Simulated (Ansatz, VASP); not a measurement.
# One calculation of Si, two programs

```
Si
1.0
     2.63806    0.00000    0.00000
    -1.31903    2.28462    0.00000
     0.00000    0.00000    2.47882
Si
1
Direct
  0.00000 0.00000 0.00000
```

Alike in both runs: functional r2SCAN; k mesh 24 × 24 × 22; occupations gaussian, width 0.1 eV; no spin polarisation.

Ansatz relaxed the structure, and its values are those at the end. VASP's run is a single point on that final structure, the one shown.

|  | VASP | Ansatz |
| --- | --- | --- |
| version | VASP 6.6.1 | Ansatz 0.2.0 |
| potentials or method | VASP PAW PBE potentials, release 64 (Si) | scalar-relativistic, plane waves, PAW |
| plane-wave cutoff (eV) | 520 | 500 |
| valence electrons in the cell | 4 | 4 |

```tsv
	VASP	Ansatz	Ansatz less VASP
gap on the k mesh at the Fermi level (eV)	none	none	-
pressure (GPa)	-0.1	0.0	+0.08
```

A gap of «none» marks a metal or a gap that the smearing closes.

Caveats: the PAW data sets were made with another functional, which shifts forces and pressure a little (VASP).
